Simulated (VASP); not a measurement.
Set up this calculation in VASP 6.6.1, as the native input.

| Quantity | Value |
| --- | --- |
| Task | single point |
| Functional | PBE |
| Potentials or basis | VASP PAW PBE potentials, release 64 (Cu, N) |
| Cutoff | 520 eV |
| k mesh | 6 × 6 × 6 |
| Occupations | fermi-dirac, width 0.02 eV |
| Spin | no spin polarisation |
| Dipole correction | no |
| Further INCAR settings | ALGO = Normal; EDIFF = 1e-06; NBANDS = 27 |

The structure of Cu3N lies in POSCAR:

```
Cu3N
1.0
    3.8288425827      0.0000000000      0.0000000000
    0.0000000000      3.8288425827      0.0000000000
    0.0000000000      0.0000000000      3.8288425827
Cu N
3 1
Direct
    0.5000000000      0.0000000000      0.0000000000
    0.0000000000      0.5000000000      0.0000000000
    0.0000000000      0.0000000000      0.5000000000
    0.0000000000      0.0000000000      0.0000000000
```

The input as run:

INCAR

```
SYSTEM = Cu3N
ALGO = Normal
EDIFF = 1E-6
ENCUT = 520
GGA = PE
ISIF = 2
ISMEAR = -1
LASPH = .TRUE.
LCHARG = .TRUE.
LELF = .TRUE.
LREAL = .FALSE.
LVHAR = .TRUE.
LWAVE = .FALSE.
NBANDS = 27
NELM = 100
PREC = Accurate
SIGMA = 0.02
```

KPOINTS

```
k-points
0
G
  6 6 6
  0 0 0
```

Potentials or basis: VASP PAW PBE potentials, release 64 (Cu, N).

Launch:

```sh
$ cat potpaw_PBE.64/Cu/POTCAR potpaw_PBE.64/N/POTCAR > POTCAR
$ mpirun -np 1 vasp_std > vasp.out
```

Results of the run:

- Pressure: 0.7 GPa
- Band gap on the k mesh: 0.24 eV, indirect (least direct gap 0.79 eV)

It took 13 s on 1 thread of Intel(R) Xeon(R) 6975P-C (Granite Rapids), with other jobs on the host, peak memory 0.16 GiB.
